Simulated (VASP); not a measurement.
# SiC (F-43m) in VASP: further runs

The runs below take SiC through band structure, Born charges and dielectric tensor, with PBE.

All numbers are computed with VASP 6.6.1; they aren't measurements. Logs are shortened: lines on timing, memory, paths and dates and some standing lists are left out, and cuts for length are marked.

### Step 1. The structure

It takes space group F-43m (No. 216, cubic). The conventional cell has a = 4.382 Å, b = 4.382 Å, c = 4.382 Å, α = 90.00°, β = 90.00°, γ = 90.00°. Si (site symmetry -43m) is surrounded by 4 C at 1.90 Å. C (site symmetry -43m) has 4 Si at 1.90 Å as nearest neighbours.

### Step 2. Band structure, PBE

The input, POSCAR:

```
SiC                                     
1.0
    0.0000000000      2.1910157017      2.1910157017
    2.1910157017      0.0000000000      2.1910157017
    2.1910157017      2.1910157017      0.0000000000
  Si              C             
     1     1
Direct
     0.0000000000000000    0.0000000000000000    0.0000000000000000
     0.2500000000000000    0.2500000000000000    0.2500000000000000
```

The input, INCAR.step1:

```
SYSTEM = SiC
ALGO = Normal ; EDIFF = 1E-7
ENCUT = 520 ; GGA = PE
ISIF = 2 ; ISMEAR = 0
LASPH = .True. ; LCHARG = .True.
LREAL = .False. ; LWAVE = .False.
NELM = 100 ; PREC = Accurate
SIGMA = 0.02
```

The input, KPOINTS.step1:

```
k-points
0
Gamma
  4 4 4
  0 0 0
```

The input, INCAR.step2:

```
SYSTEM = SiC
ALGO = Normal ; EDIFF = 1E-7
ENCUT = 520 ; GGA = PE
ICHARG = 11 ; ISIF = 2
ISMEAR = 0 ; LASPH = .True.
LCHARG = .False. ; LREAL = .False.
LWAVE = .False. ; NELM = 100
PREC = Accurate ; SIGMA = 0.05
```

The input, KPOINTS.step2:

```
path GXWKGLUWLK,UX
20
line-mode
reciprocal
 0.0000000000  0.0000000000  0.0000000000  G
 0.5000000000  0.0000000000  0.5000000000  X

 0.5000000000  0.0000000000  0.5000000000  X
 0.5000000000  0.2500000000  0.7500000000  W

 0.5000000000  0.2500000000  0.7500000000  W
 0.3750000000  0.3750000000  0.7500000000  K

 0.3750000000  0.3750000000  0.7500000000  K
 0.0000000000  0.0000000000  0.0000000000  G

 0.0000000000  0.0000000000  0.0000000000  G
 0.5000000000  0.5000000000  0.5000000000  L

 0.5000000000  0.5000000000  0.5000000000  L
 0.6250000000  0.2500000000  0.6250000000  U

 0.6250000000  0.2500000000  0.6250000000  U
 0.5000000000  0.2500000000  0.7500000000  W

 0.5000000000  0.2500000000  0.7500000000  W
 0.5000000000  0.5000000000  0.5000000000  L

 0.5000000000  0.5000000000  0.5000000000  L
 0.3750000000  0.3750000000  0.7500000000  K

 0.6250000000  0.2500000000  0.6250000000  U
 0.5000000000  0.0000000000  0.5000000000  X
```

Potentials or basis: VASP PAW PBE potentials, release 64 (Si, C).

On the command line:

```
$ cat potpaw_PBE.64/Si/POTCAR potpaw_PBE.64/C/POTCAR > POTCAR
$ cp INCAR.step1 INCAR
$ cp KPOINTS.step1 KPOINTS
$ mpirun -np 1 vasp_std > vasp.out
$ cp INCAR.step2 INCAR
$ cp KPOINTS.step2 KPOINTS
$ mpirun -np 1 vasp_std > vasp.out
```

OUTCAR:

```text
SYSTEM = SiC
   EDIFF = 1E-7
   ENCUT = 520
   GGA = PE
   ICHARG = 11
   ISIF = 2
   ISMEAR = 0
   LASPH = .True.
   LREAL = .False.
   NELM = 100
   PREC = Accurate

 ion  position               nearest neighbor table
   1  0.000  0.000  0.000-   2 1.90   2 1.90   2 1.90   2 1.90
   2  0.250  0.250  0.250-   1 1.90   1 1.90   1 1.90   1 1.90

  LATTYP: Found a face centered cubic cell.
 ALAT       =     4.3820314034

  Lattice vectors:

 A1 = (   0.0000000000,   2.1910157017,   2.1910157017)
 A2 = (   2.1910157017,   0.0000000000,   2.1910157017)
 A3 = (   2.1910157017,   2.1910157017,   0.0000000000)

Analysis of symmetry for initial positions (statically):
=====================================================================
 Subroutine PRICEL returns:
 Original cell was already a primitive cell.

 Routine SETGRP: Setting up the symmetry group for a
 face centered cubic supercell.

 Subroutine GETGRP returns: Found 24 space group operations
 (whereof 24 operations were pure point group operations)
 out of a pool of 48 trial point group operations.

The static configuration has the point symmetry T_d .

Analysis of symmetry for dynamics (positions and initial velocities):
=====================================================================
 Subroutine PRICEL returns:
 Original cell was already a primitive cell.

 Routine SETGRP: Setting up the symmetry group for a
 face centered cubic supercell.

 Subroutine GETGRP returns: Found 24 space group operations
 (whereof 24 operations were pure point group operations)
 out of a pool of 48 trial point group operations.

The dynamic configuration has the point symmetry T_d .

 Subroutine INISYM returns: Found 24 space group operations
 (whereof 24 operations are pure point group operations),
 and found     1 'primitive' translations

----------------------------------------------------------------------------------------

                                     Primitive cell

  volume of cell :      21.0362

  direct lattice vectors                    reciprocal lattice vectors
     0.000000000  2.191015702  2.191015702    -0.228204663  0.228204663  0.228204663
     2.191015702  0.000000000  2.191015702     0.228204663 -0.228204663  0.228204663
     2.191015702  2.191015702  0.000000000     0.228204663  0.228204663 -0.228204663

  length of vectors
     3.098564121  3.098564121  3.098564121     0.395262071  0.395262071  0.395262071

  position of ions in fractional coordinates (direct lattice)
     0.000000000  0.000000000  0.000000000
     0.250000000  0.250000000  0.250000000

  ion indices of the primitive-cell ions
   primitive index   ion index
                 1           1
                 2           2

----------------------------------------------------------------------------------------

 KPOINTS: path GXWKGLUWLK,UX

Interpolating k-points between supplied coordinates.

 Line segments in fractional coordinates (reciprocal lattice):
    0.000000  0.000000  0.000000  ...  0.500000  0.000000  0.500000
    0.500000  0.000000  0.500000  ...  0.500000  0.250000  0.750000
    0.500000  0.250000  0.750000  ...  0.375000  0.375000  0.750000
    0.375000  0.375000  0.750000  ...  0.000000  0.000000  0.000000
    0.000000  0.000000  0.000000  ...  0.500000  0.500000  0.500000
    0.500000  0.500000  0.500000  ...  0.625000  0.250000  0.625000
    0.625000  0.250000  0.625000  ...  0.500000  0.250000  0.750000
    0.500000  0.250000  0.750000  ...  0.500000  0.500000  0.500000
    0.500000  0.500000  0.500000  ...  0.375000  0.375000  0.750000
    0.625000  0.250000  0.625000  ...  0.500000  0.000000  0.500000

 Generated    20 points on each line segment, for a total of    200 k-points:

 Following reciprocal coordinates:
            Coordinates               Weight
  0.000000  0.000000  0.000000      0.005000
  0.026316  0.000000  0.026316      0.005000
  0.052632  0.000000  0.052632      0.005000
  0.078947  0.000000  0.078947      0.005000
  0.105263  0.000000  0.105263      0.005000
  0.131579  0.000000  0.131579      0.005000
[... 16 lines left out ...]
  0.500000  0.026316  0.526316      0.005000
  0.500000  0.039474  0.539474      0.005000
 [... further k-points ...]
   k-points           NKPTS =    200   k-points in BZ     NKDIM =    200   number of bands    NBANDS=      8
   number of dos      NEDOS =    301   number of ions     NIONS =      2
   total plane-waves  NPLWV =  13824
   dimension x,y,z NGX =    24 NGY =   24 NGZ =   24
   dimension x,y,z NGXF=    48 NGYF=   48 NGZF=   48
   ions per type =               1   1
   NGX,Y,Z   is equivalent  to a cutoff of  12.88, 12.88, 12.88 a.u.
   NGXF,Y,Z  is equivalent  to a cutoff of  25.75, 25.75, 25.75 a.u.
 SYSTEM =  SiC
   PREC   = accura    normal or accurate (medium, high low for compatibility)
   ISTART =      0    job   : 0-new  1-cont  2-samecut
   ICHARG =     11    charge: 1-file 2-atom 10-const
   ISPIN  =      1    spin polarized calculation?
   LNONCOLLINEAR =      F non collinear calculations
   LSORBIT =      F    spin-orbit coupling
   LASPH  =      T    aspherical Exc in radial PAW
   ENCUT  =  520.0 eV  38.22 Ry    6.18 a.u.   5.76  5.76  5.76*2*pi/ulx,y,z
   NELM   =    100;   NELMIN=  2; NELMDL=  0     # of ELM steps
   EDIFF  = 0.1E-06   stopping-criterion for ELM
   LREAL  =      F    real-space projection
   EDIFFG = 0.1E-05   stopping-criterion for IOM
   NSW    =      0    number of steps for IOM
   IBRION =     -1    ionic relax: 0-MD 1-quasi-New 2-CG
   NFREE  =      0    steps in history (QN), initial steepest desc. (CG)
   ISIF   =      2    stress and relaxation
   ISYM   =      2    0-nonsym 1-usesym 2-fastsym
   POTIM  = 0.5000    time-step for ionic-motion
   TEBEG  =    0.0;   TEEND  =   0.0 temperature during run
   PSTRESS=    0.0 pullay stress
   NELECT =       8.0000    total number of electrons
   NUPDOWN=      -1.0000    fix difference up-down
   EMIN   =  10.00;   EMAX   =-10.00  energy-range for DOS
   EFERMI =   0.00;   METHOD = LEGACY
   ISMEAR =     0;   SIGMA  =   0.05  broadening in eV -4-tet -1-fermi 0-gaus
   EFERMI_NEDOS =   21; number of points for ismear=-14 and -15
   IALGO  =     38    algorithm
   IMIX   =      4    mixing-type and parameters
     AMIX     =   0.40;   BMIX     =  1.00
     AMIX_MAG =   1.60;   BMIX_MAG =  1.00
  volume/ion in A,a.u.               =      10.52        70.98
  Fermi-wavevector in a.u.,A,eV,Ry     =   1.186086  2.241377 19.140661  1.406799
  Thomas-Fermi vector in A             =   2.322266
   LORBIT       =      0    0 simple, 1 ext, 2 COOP (PROOUT), +10 PAW based schemes
   GGA     = PE    functional components
   LHFCALC =     F    Hartree Fock is set to
   AEXX    =    0.0000 exact exchange contribution
   IVDW    =     0    specifies the selected vdW correction
   LEPSILON=     F    determine dielectric tensor
   LRPA    =     F    only Hartree local field effects (RPA)
 non-spin polarized calculation
 Gauss-broadening in eV      SIGMA  =   0.05
  energy-cutoff  :      520.00
  volume of cell :       21.04
 maximum number of plane-waves:       588
 NGX is ok and might be reduce to    24

 number of electron       8.0000001 magnetization

 Free energy of the ion-electron system (eV)
  ---------------------------------------------------
  ext. energy  EPLUGINS =         0.00000000
  ---------------------------------------------------
  free energy    TOTEN  =       -15.51683997 eV

  energy without entropy =      -15.51683997  energy(sigma->0) =      -15.51683997

 E-fermi :   8.2574     XC(G=0): -11.2685

 val. band max:        7.9810059563   @ k =   0.0000   0.0000   0.0000
 cond. band min:       9.3063014788   @ k =   0.5000   0.0000   0.5000
 fundamental gap:      1.3252955225
 Fermi energy:         8.2574388189

 k-point     1 :       0.0000    0.0000    0.0000
  band No.  band energies     occupation
      1      -7.3194      2.00000
      2       7.9810      2.00000
      3       7.9810      2.00000
      4       7.9810      2.00000
      5      14.0123      0.00000
      6      15.1246      0.00000
      7      15.1246      0.00000
      8      15.1246      0.00000

 k-point     2 :       0.0263    0.0000    0.0263
  band No.  band energies     occupation
      1      -7.3015      2.00000
      2       7.9212      2.00000
      3       7.9444      2.00000
      4       7.9444      2.00000
      5      14.0673      0.00000
      6      15.0752      0.00000
      7      15.1774      0.00000
      8      15.1774      0.00000

 k-point     3 :       0.0526    0.0000    0.0526
  band No.  band energies     occupation
      1      -7.2479      2.00000
      2       7.7490      2.00000
      3       7.8384      2.00000
      4       7.8384      2.00000
      5      14.2160      0.00000
      6      14.9379      0.00000
      7      15.3318      0.00000
      8      15.3318      0.00000

 k-point     4 :       0.0789    0.0000    0.0789
  band No.  band energies     occupation
      1      -7.1587      2.00000
      2       7.4830      2.00000
      3       7.6734      2.00000
      4       7.6734      2.00000
      5      14.3758      0.00000
      6      14.7786      0.00000
      7      15.5765      0.00000
      8      15.5765      0.00000

 k-point     5 :       0.1053    0.0000    0.1053
  band No.  band energies     occupation
      1      -7.0342      2.00000
      2       7.1448      2.00000
      3       7.4633      2.00000
      4       7.4633      2.00000
      5      14.2593      0.00000
      6      14.8555      0.00000
      7      15.8967      0.00000
      8      15.8967      0.00000
[... 177 lines left out ...]
 k-point    22 :       0.5000    0.0132    0.5132
  band No.  band energies     occupation
      1      -2.3592      2.00000
      2       0.2097      2.00000
      3       4.7956      2.00000
      4       4.7975      2.00000
      5       9.3302      0.00000
      6      12.2237      0.00000
      7      21.7754      0.00000
      8      21.8021      0.00000

 k-point    23 :       0.5000    0.0263    0.5263
  band No.  band energies     occupation
      1      -2.3550      2.00000
      2       0.2204      2.00000
      3       4.7536      2.00000
      4       4.7605      2.00000
      5       9.4008      0.00000
      6      12.2870      0.00000
      7      21.6893      0.00000
      8      21.8079      0.00000

 k-point    24 :       0.5000    0.0395    0.5395
  band No.  band energies     occupation
      1      -2.3481      2.00000
      2       0.2380      2.00000
      3       4.6870      2.00000
      4       4.7005      2.00000
      5       9.5150      0.00000
      6      12.3910      0.00000
      7      21.5504      0.00000
      8      21.8123      0.00000

 [... further k-points ...]

------------------------ aborting loop because EDIFF is reached ----------------------------------------

  FORCE on cell =-STRESS in cart. coord.  units (eV):
  Direction    XX          YY          ZZ          XY          YZ          ZX
  --------------------------------------------------------------------------------------
  -------------------------------------------------------------------------------------
  Total       -0.7946003     -0.7946003     -0.7946003      0.0000000     -0.0000000     -0.0000000
  in kB      -60.5191569    -60.5191569    -60.5191569      0.0000000     -0.0000000     -0.0000000
  external PRESSURE =     -60.5191569 kB  Pullay stress =       0.0000000 kB

 VOLUME and BASIS-vectors are now :
 -----------------------------------------------------------------------------
  energy-cutoff  :      520.00
  volume of cell :       21.04
      direct lattice vectors                 reciprocal lattice vectors
     0.000000000  2.191015702  2.191015702    -0.228204663  0.228204663  0.228204663
     2.191015702  0.000000000  2.191015702     0.228204663 -0.228204663  0.228204663
     2.191015702  2.191015702  0.000000000     0.228204663  0.228204663 -0.228204663

 POSITION                                       TOTAL-FORCE (eV/Angst)
 -----------------------------------------------------------------------------------
      0.00000      0.00000      0.00000        -0.000000     -0.000000     -0.000000
      1.09551      1.09551      1.09551         0.000000      0.000000      0.000000
 -----------------------------------------------------------------------------------
    total drift:                                0.000000      0.000000      0.000000

  FREE ENERGIE OF THE ION-ELECTRON SYSTEM (eV)
  ---------------------------------------------------
  free  energy   TOTEN  =       -15.5168399671 eV

  energy  without entropy=      -15.5168399671  energy(sigma->0) =      -15.51683997
```

Wall time 16 s (1 thread of Intel Xeon Platinum 8259CL at 2.50GHz (Skylake/Cascade Lake), shared host); peak memory 0.15 GiB.

Results:

```
Band gap on the k mesh  : 1.33 eV, indirect (least direct gap 4.50 eV)
Band gap along the path : 1.33 eV, indirect (least direct gap 4.50 eV)
```

Levels at the corners of the path, in eV from the valence-band top:
| point | band 2 | band 3 | band 4 | band 5 | band 6 | band 7 |
| --- | --- | --- | --- | --- | --- | --- |
| Γ | 0.00 | 0.00 | 0.00 | 6.03 | 7.14 | 7.14 |
| X | -7.77 | -3.17 | -3.17 | 1.33 | 4.22 | 13.82 |
| X | -7.77 | -3.17 | -3.17 | 1.33 | 4.22 | 13.82 |
| W | -7.03 | -4.94 | -4.65 | 5.16 | 9.26 | 9.27 |
| W | -7.03 | -4.94 | -4.65 | 5.16 | 9.26 | 9.27 |
| K | -7.26 | -5.49 | -2.58 | 3.05 | 7.64 | 11.67 |
| K | -7.26 | -5.49 | -2.58 | 3.05 | 7.64 | 11.67 |
| Γ | 0.00 | 0.00 | 0.00 | 6.03 | 7.14 | 7.14 |
| Γ | 0.00 | 0.00 | 0.00 | 6.03 | 7.14 | 7.14 |
| L | -8.48 | -1.05 | -1.05 | 5.26 | 7.11 | 7.11 |
| L | -8.48 | -1.05 | -1.05 | 5.26 | 7.11 | 7.11 |
| U | -7.26 | -5.49 | -2.58 | 3.05 | 7.64 | 11.67 |
| U | -7.26 | -5.49 | -2.58 | 3.05 | 7.64 | 11.67 |
| W | -7.03 | -4.94 | -4.65 | 5.16 | 9.26 | 9.27 |
| W | -7.03 | -4.94 | -4.65 | 5.16 | 9.26 | 9.27 |
| L | -8.48 | -1.05 | -1.05 | 5.26 | 7.11 | 7.11 |
| L | -8.48 | -1.05 | -1.05 | 5.26 | 7.11 | 7.11 |
| K | -7.26 | -5.49 | -2.58 | 3.05 | 7.64 | 11.67 |
| U | -7.26 | -5.49 | -2.58 | 3.05 | 7.64 | 11.67 |
| X | -7.77 | -3.17 | -3.17 | 1.33 | 4.22 | 13.82 |

Caveat: the k mesh is coarse (spacing up to 0.62 Å⁻¹), so the values aren't converged; the log is that of the step along the path at fixed density, whose energy, stress, charges and moments have no meaning.

(Continued in part 2 of 2.)
